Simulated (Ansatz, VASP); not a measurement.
# CsCdCl3 in two plane-wave programs

One calculation is typed for both programs; each brings its own data sets. How far apart do they land? The cell is taken from a series of runs on this material, whose earlier steps may have relaxed, scaled, displaced or heated it; both programs get it as it stands.

Main program and level: Ansatz 0.2.0; plane waves, with VASP 6.6.1 beside it; PBEsol.

## 1. Set-up

Symmetry: P6_3/mmc, No. 194, hexagonal system. The conventional cell has a = 7.418 Å, b = 7.418 Å, c = 18.390 Å, α = 90.00°, β = 90.00°, γ = 120.00°. Nearest to Cs lie 12 Cl at 3.69 to 3.87 Å. Nearest to Cs lie 12 Cl at 3.71 to 3.73 Å. Nearest to Cd lie 6 Cl at 2.59 Å. Nearest to Cd lie 6 Cl at 2.63 Å. Cl has 2 Cd at 2.59 Å and 4 Cs at 3.69 to 3.71 Å nearest. Cl has 2 Cd at 2.59 to 2.63 Å and 4 Cs at 3.71 to 3.87 Å nearest. Farther neighbours and most contacts between anions are not listed.

## 2. Ansatz: single point, PBEsol

Ansatz runs on PAW files that the input asks for by source.

A single point takes one fixed geometry, so differences don't come from the geometry; what else differs is listed under the comparison.

input.yaml reads:

```yaml
crystal:
  lattice:
    - [7.418, 0.0, 0.0]
    - [-3.709, 6.4241764453, 0.0]
    - [0.0, 0.0, 18.39]
  atoms:
    - { symbol: Cs, position: [0.3333333333, 0.6666666667, 0.091] }
    - { symbol: Cs, position: [0.6666666667, 0.3333333333, 0.591] }
    - { symbol: Cs, position: [0.3333333333, 0.6666666667, 0.409] }
    - { symbol: Cs, position: [0.6666666667, 0.3333333333, 0.909] }
    - { symbol: Cs, position: [0.0, 0.0, 0.25] }
    - { symbol: Cs, position: [0.0, 0.0, 0.75] }
    - { symbol: Cd, position: [0.3333333333, 0.6666666667, 0.838] }
    - { symbol: Cd, position: [0.6666666667, 0.3333333333, 0.338] }
    - { symbol: Cd, position: [0.3333333333, 0.6666666667, 0.662] }
    - { symbol: Cd, position: [0.6666666667, 0.3333333333, 0.162] }
    - { symbol: Cd, position: [0.0, 0.0, 0.0] }
    - { symbol: Cd, position: [0.0, 0.0, 0.5] }
    - { symbol: Cl, position: [0.509, 0.018, 0.25] }
    - { symbol: Cl, position: [0.491, 0.509, 0.75] }
    - { symbol: Cl, position: [0.982, 0.491, 0.25] }
    - { symbol: Cl, position: [0.491, 0.982, 0.75] }
    - { symbol: Cl, position: [0.509, 0.491, 0.25] }
    - { symbol: Cl, position: [0.018, 0.509, 0.75] }
    - { symbol: Cl, position: [0.834, 0.668, 0.0838] }
    - { symbol: Cl, position: [0.166, 0.834, 0.5838] }
    - { symbol: Cl, position: [0.332, 0.166, 0.0838] }
    - { symbol: Cl, position: [0.166, 0.332, 0.5838] }
    - { symbol: Cl, position: [0.834, 0.166, 0.0838] }
    - { symbol: Cl, position: [0.668, 0.834, 0.5838] }
    - { symbol: Cl, position: [0.332, 0.166, 0.4162] }
    - { symbol: Cl, position: [0.166, 0.834, 0.9162] }
    - { symbol: Cl, position: [0.834, 0.668, 0.4162] }
    - { symbol: Cl, position: [0.668, 0.834, 0.9162] }
    - { symbol: Cl, position: [0.834, 0.166, 0.4162] }
    - { symbol: Cl, position: [0.166, 0.332, 0.9162] }
kpoints:
  mp_grid: { grid: [3, 3, 2] }
scf:
  occupations: { method: fermi_dirac, width: 0.02 }
  n_extra_bands: 19
hamiltonian:
  xc: pbesol
  pseudopotentials: { kind: paw, source: ansatz }
output:
  forces: true
  core_levels:
    shells: { Cs: ["3d"], Cl: ["2p"], Cd: ["3d"] }
    counted_from: conduction_bottom
    add_spin: false
```

On the command line:

```bash
> ansatz run input.yaml --threads 4 --pin off --max-ram 10240MiB --backend cpu --events-out ev --progress --plain --runs-dir out
```

Numbers of over 12 decimals in the logs are rounded to 6 here.

What it wrote:

```text
scf.n_extra_bands = 19 over 150 filled bands (N_el = 300.0): the run solves 169 bands
Engine: ansatz 0.2.0, aarch64-unknown-linux-gnu
Pseudopotentials: kind: paw
Pseudopotential: Cs, paw, valence charge 9, recommended cutoff 520 eV (normal), Cs.paw.azcp
Pseudopotential: Cd, paw, valence charge 20, recommended cutoff 520 eV (normal), Cd.paw.azcp
Pseudopotential: Cl, paw, valence charge 7, recommended cutoff 660 eV (normal), Cl.paw.azcp
Functional definition: PBEsol
  exchange = pbesol_x
  correlation = pbesol_c
Crystal: 30 atoms, lattice volume = 876.367 Å³
Basis set: ecut = 660 eV, 33749 PW (Γ), exchange–correlation on 128×128×320 points (8 copies of the dense FFT grid, shifted against one another)
Bands: 169, of which v1, the nominal top of the filled ones, is band 150 counted from 1 (149 counted from 0)
Symmetry: 24 space group operations
Space group: P63/mmc (ITA 194), of the structure as read, at distance tolerance 9.6e-5 Å
k-points: 6 of 18
Non-local potential: Cs, projectors of the file, l = 0: 3, l = 1: 2, l = 2: 2, l = 3: 3
Non-local potential: Cd, projectors of the file, l = 0: 3, l = 1: 3, l = 2: 2, l = 3: 2
Non-local potential: Cl, projectors of the file, l = 0: 2, l = 1: 2, l = 2: 2, l = 3: 1
PAW form: soft (Blöchl's): semilocal exchange-correlation on the pseudo side does not see the compensation charge
PAW frozen core: Cs, regenerated for the run's functional, and the local potential with it (the file was generated under x = pbe(κ = 0.804, μ = 0.219515), c = pbe(β = 0.066725))
PAW frozen core: Cd, regenerated for the run's functional, and the local potential with it (the file was generated under x = pbe(κ = 0.804, μ = 0.219515), c = pbe(β = 0.066725))
PAW frozen core: Cl, regenerated for the run's functional, and the local potential with it (the file was generated under x = pbe(κ = 0.804, μ = 0.219515), c = pbe(β = 0.066725))
PAW one-centre angular grid: Cs, 194 points (default); XC on 64 Gauss nodes
PAW one-centre angular grid: Cd, 590 points (default); XC on 64 Gauss nodes
PAW one-centre angular grid: Cl, 194 points (default); XC on 64 Gauss nodes
Initial density: superposition of atomic densities (chi_scale 0.1, normalization cell, long waves kept (reshape's long-wave potential 0.01 eV rms))
Initial wavefunctions: pseudopotential atomic-orbital guess
Functional: x = pbesol(κ = 0.804, μ = 0.123457), c = pbesol(β = 0.046)
SCF iter   1: F=—  HF=-101922.626614 eV  |F-HF|=—  |Δ(HF+E_count)|=         —  Δρ=6.78e-2  dr2=4.61e1  ethr=3.10e-3  ⟨swp⟩=20.0  Hψ=8455  notcnv=0  defer=15
preconditioner: auto → Resta (q_TF=auto, 2.282 Å⁻¹)  ε∞=3.9  [insulator: Δε(μ)=1.601 eV  Ē_g=11.379 eV  σ=0.020 eV  W_gap=1.00  n_scr=186 (ndim 8)  ℏωp=19.4 eV  f_vac=0.017  D(μ)=0.00/eV (n_scr^D=0)  ε∞_Penn≈3.9]
SCF iter   2: F=—  HF=-101907.043510 eV  |F-HF|=—  |Δ(HF+E_count)|=    1.56e1  Δρ=2.14e-2  dr2=4.60e0  ethr=3.10e-3  ⟨swp⟩=5.0  Hψ=2359  notcnv=0  defer=86
SCF iter   3: F=—  HF=-101905.284635 eV  |F-HF|=—  |Δ(HF+E_count)|=    1.76e0  Δρ=9.16e-3  dr2=1.03e0  ethr=1.53e-3  ⟨swp⟩=4.3  Hψ=2285  notcnv=0  defer=86
SCF iter   4: F=—  HF=-101904.877988 eV  |F-HF|=—  |Δ(HF+E_count)|=   4.07e-1  Δρ=2.00e-3  dr2=5.53e-2  ethr=3.43e-4  ⟨swp⟩=6.3  Hψ=2609  notcnv=0  defer=82
SCF iter   5: F=—  HF=-101904.873962 eV  |F-HF|=—  |Δ(HF+E_count)|=   4.03e-3  Δρ=3.79e-4  dr2=1.06e-3  ethr=1.84e-5  ⟨swp⟩=5.5  Hψ=2216  notcnv=0  defer=82
SCF iter   6: F=—  HF=-101904.875255 eV  |F-HF|=—  |Δ(HF+E_count)|=   1.29e-3  Δρ=2.13e-4  dr2=3.12e-4  ethr=3.55e-7  ⟨swp⟩=3.2  Hψ=2443  notcnv=0  defer=82
SCF iter   7: F=—  HF=-101904.875371 eV  |F-HF|=—  |Δ(HF+E_count)|=   1.15e-4  Δρ=6.97e-5  dr2=3.22e-5  ethr=1.04e-7  ⟨swp⟩=3.0  Hψ=2230  notcnv=0  defer=82
SCF iter   8: F=—  HF=-101904.876101 eV  |F-HF|=—  |Δ(HF+E_count)|=   7.30e-4  Δρ=2.29e-5  dr2=3.81e-6  ethr=1.07e-8  ⟨swp⟩=3.0  Hψ=2343  notcnv=0  defer=82
SCF iter   9: F=—  HF=-101904.876102 eV  |F-HF|=—  |Δ(HF+E_count)|=   5.94e-7  Δρ=7.04e-6  dr2=4.17e-7  ethr=1.27e-9  ⟨swp⟩=3.0  Hψ=2172  notcnv=0  defer=82
SCF iter  10: F=-101904.876102 eV  HF=-101904.876102 eV  |F-HF|=2.56e-9  |Δ(HF+E_count)|=   7.30e-8  Δρ=2.37e-6  dr2=4.65e-8  ethr=3.33e-11  ⟨swp⟩=40.7  Hψ=12365  notcnv=0
SCF 1 converged in 10 iterations: F = -101904.876102 eV  dr2 = 4.65e-8
  greatest PAW one-centre occupation: 0.999 electrons in one spin orbital (limit 2), on the Cd atom at site 9 (counted from 0), in its partial waves of l = 0
── core hole 1/6: 3d of Cs 0 ──
── 3d of Cs 0: 725.353 eV over the cell without the hole, in 24 iterations ──
── core hole 2/6: 3d of Cs 4 ──
── 3d of Cs 4: 725.345 eV over the cell without the hole, in 19 iterations ──
── core hole 3/6: 3d of Cd 6 ──
── 3d of Cd 6: 405.013 eV over the cell without the hole, in 25 iterations ──
── core hole 4/6: 3d of Cd 10 ──
[...]
atom  15  Cl     0.26600527     0.15357821     0.00000000
  atom  16  Cl    -0.00000000     0.30715643     0.00000000
  atom  17  Cl    -0.26600527     0.15357821     0.00000000
  atom  18  Cl    -0.26600527    -0.15357821     0.00000000
  atom  19  Cl    -0.00000000     0.14798863    -0.13600346
  atom  20  Cl    -0.12816191     0.07399432    -0.13600346
  atom  21  Cl    -0.12816191    -0.07399432    -0.13600346
  atom  22  Cl    -0.00000000    -0.14798863    -0.13600346
  atom  23  Cl     0.12816191    -0.07399432    -0.13600346
  atom  24  Cl     0.12816191     0.07399432    -0.13600346
  atom  25  Cl    -0.12816191    -0.07399432     0.13600346
  atom  26  Cl    -0.12816191     0.07399432     0.13600346
  atom  27  Cl     0.00000000     0.14798863     0.13600346
  atom  28  Cl     0.12816191     0.07399432     0.13600346
  atom  29  Cl     0.12816191    -0.07399432     0.13600346
  atom  30  Cl     0.00000000    -0.14798863     0.13600346
  max |Σ_I F_I| component: 1.11e-16 eV/Å
--- Band table (eV; the first three rows and the last of 6) ---
  k-point 0: bands = [... 146 lower, 3.3396, 3.3396, 3.4390, 3.4390, 5.9421, 6.1722, 7.7299, 7.8379, ... 15 higher]
  k-point 1: bands = [... 146 lower, 3.3988, 3.3988, 3.3988, 3.3988, 6.0653, 6.0653, 7.7555, 7.7555, ... 15 higher]
  k-point 2: bands = [... 146 lower, 3.1495, 3.2272, 3.3381, 3.4319, 6.9937, 7.0730, 8.2738, 8.2765, ... 15 higher]
  k-point 5: bands = [... 146 lower, 3.0998, 3.0998, 3.1646, 3.1646, 7.9983, 7.9983, 8.3766, 8.3766, ... 15 higher]
--- Core levels from the conduction bottom, as differences alone (as output.core_levels.counted_from types it; a hole's nearest image at 7.4 Å) ---
  the holes have no spin, as output.core_levels.add_spin types it
  atom         alike  shell      binding/eV   shift/eV difference/eV images/eV   SCF
  Cs 0             4     3d               –     +0.000       725.353         –    24
  Cs 4             2     3d               –     -0.008       725.345         –    19
  Cd 6             4     3d               –     +0.000       405.013         –    25
  Cd 10            2     3d               –     -0.174       404.839         –    23
  Cl 12            6     2p               –     +0.000       199.142         –    16
  Cl 18           12     2p               –     -0.265       198.878         –    20
  the dataset of Cs with a 3d hole: scattering error 0.014 eV; free atom: scalar-relativistic, large components (the file's core density is near none of the free atoms compared)
  the two lines of Cs's 3d: 3d3/2 +8.338 eV and 3d5/2 -5.559 eV off its levels, 2 : 3 in strength
  the dataset of Cd with a 3d hole: scattering error 0.001 eV; free atom: Dirac core, large and small components
  the two lines of Cd's 3d: 3d3/2 +4.046 eV and 3d5/2 -2.697 eV off its levels, 2 : 3 in strength
  the dataset of Cl with a 2p hole: scattering error 0.001 eV; free atom: scalar-relativistic, large components
  the two lines of Cl's 2p: 2p1/2 +1.086 eV and 2p3/2 -0.543 eV off its levels, 1 : 2 in strength
```

In the SCF lines HF is the Harris–Foulkes energy and dr2 the Hartree energy of the density residual, in eV; the loop may stop once dr2 is under the threshold and the program's other checks hold. Hψ counts applications of the Hamiltonian.

(Continued in part 2 of 2.)

[Lines on the potential files, build, host, timing and source positions are cut from VASP's logs without a mark.]

[Logs are printed without paths, hosts, clocks, repeated set-up lines and the standing remarks that a program may print on its own settings, such as how far it seeks lower states.]

[Hosts, paths, dates, database ids (printed as entryN), source tags and the programs' standing remarks are cut or masked in the printed files.]
